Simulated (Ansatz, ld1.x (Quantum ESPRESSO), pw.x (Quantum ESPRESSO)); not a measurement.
From atom to crystal: TM potential for mercury

```json
{"Element": "mercury", "Generator": "ld1.x (Quantum ESPRESSO) 7.5", "Type": "norm-conserving Troullier–Martins (Kleinman–Bylander form)", "Functional": "LDA (PW92)", "Relativity": "scalar-relativistic", "Frozen core": "[Xe] 4f14 5d10", "Valence charge": "2", "Reference configuration": "6s2 6p0", "Partial waves": "6p (bound, empty): rc 3.10 bohr; 6s (bound): rc 2.30 bohr", "Local potential": "the s channel", "Core correction": "Bessel-smoothed model core inside 2.25 bohr"}
```

Atomic tests: cutoffs needed: 18 Ry and 25 Ry (the cutoffs (Ry, on a coarse ladder) from which the occupation-weighted sum of valence levels, in a spherical-Bessel basis at the reference potential, stays within 10 and 1 mRy of its value at 400 Ry); ghost test: no extra level below or beside the all-electron valence levels (p, s, d, f tested) (spherical-Bessel basis up to 400 Ry, 20 bohr box); largest excitation error: -489 meV (all-electron minus pseudo) for 6s0 6p1, out of 5 test configurations.

Crystal test: fcc Hg in pw.x 7.5, no spin, 13³ k-points, Fermi–Dirac smearing 0.01 Ry, cutoffs 50/200 Ry. The reference is all-electron LAPW (Ansatz 0.2.0) with the same functional, mesh and smearing; V0 and B0 come from Birch–Murnaghan fits to the pressures at five volumes. Errors are pseudo minus all-electron; Δ is the rms difference of the E(V) curves that follow from these fits, minima aligned, over ±6 % about the mean V0. Mesh and smearing are coarse, so the numbers serve the comparison and aren't converged zero-temperature values; the lattice is a test structure that the element need not adopt.

All-electron: a0 = 4.446 Å (V0 = 21.97 Å³/atom), B0 = 52.0 GPa.

Task: How far does the potential miss the all-electron equation of state?

Result: mean pressure error (GPa): -38.15. The pressure does not cross zero within the volumes sampled, so no fit is given. The largest radius (3.10 bohr) exceeds half the bond length (2.97 bohr), so the spheres overlap, which is one possible source of error among others. This is a poor potential for the solid. The pseudo pressure rises with volume over the whole range, a mechanical instability.

```csv
V (Å³/atom),P all-electron (GPa),P pseudo (GPa)
20.913,3.11,-42.51
21.464,1.33,-40.10
22.014,-0.10,-37.83
22.564,-1.24,-35.69
23.115,-2.15,-33.67
```

Task: At the middle volume, how do free energy and pressure move when the wave cutoff is lowered (ecutrho kept at four times it)?

Result:

```json
{"cutoff (Ry)": "22", "shift of F (meV/atom)": "+16.0", "shift of P (GPa)": "-0.58"}
{"cutoff (Ry)": "30", "shift of F (meV/atom)": "+5.4", "shift of P (GPa)": "-0.01"}
{"cutoff (Ry)": "40", "shift of F (meV/atom)": "+1.6", "shift of P (GPa)": "-0.08"}
```

The run at the middle volume (84 k-points, 6 iterations) took about 7.5 s on one core of a shared host (Neoverse-V1, 32 threads, 247 GiB, load 13).
